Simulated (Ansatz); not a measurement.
Runs of Ansatz 0.2.0 on Hf. Symmetry: Im-3m, No. 229, cubic system. Conventional cell: a = 3.610 Å, b = 3.610 Å, c = 3.610 Å, α = 90.00°, β = 90.00°, γ = 90.00°. Around Hf (site symmetry m-3m) lie 8 Hf at 3.13 Å. This isn't the form of Hf at room conditions, which is hcp.

| task | level | spin | cell | k mesh | smearing | points for each segment of the path | gap on the mesh (eV) | pressure (GPa) |
| --- | --- | --- | --- | --- | --- | --- | --- | --- |
| single point | PBE | off | as given | 10 × 10 × 10 | gaussian 0.012 eV | - | none | -5.0 |
| band structure | PBEsol | SOC, no magnetisation | as given | 7 × 7 × 7 | fermi-dirac 0.05 eV | 14 | none | -8.3 |
| single point | PBE | off | as given | 10 × 10 × 10 | gaussian 0.017 eV | - | none | -5.0 |
| single point | PBE | off | as given | 10 × 10 × 10 | gaussian 0.014 eV | - | none | -5.0 |
| relaxation of cell and atoms | RPBE | off | relaxed | 10 × 10 × 10 | fermi-dirac 0.05 eV | - | none | 0.0 |
| single point | PBE | off | as given | 10 × 10 × 10 | gaussian 0.016 eV | - | none | -5.0 |
| single point | PBE | off | as given | 10 × 10 × 10 | gaussian 0.013 eV | - | none | -5.0 |
| band structure | revPBE | off | as given | 10 × 10 × 10 | fermi-dirac 0.05 eV | 14 | none | (a) |

Alike in all rows: potentials or basis Ansatz PAW; cutoff (eV) 420.

Q: Estimate the missing entries.

A: (a) -2.9.

Caveats: the PAW data sets come from PBE, with cores solved anew for the run's functional, which leaves a small shift of forces and pressure (some runs); the plane-wave basis is chosen anew once the cell has moved, so the energies of steps on either side of that aren't comparable (some runs); spin-orbit coupling is left out, which moves the levels of the heavy elements (some runs).

A k mesh can miss the band edges, and rows without SOC leave out spin-orbit coupling on Hf.

A gap of «none» marks a metal or a gap under the smearing width.
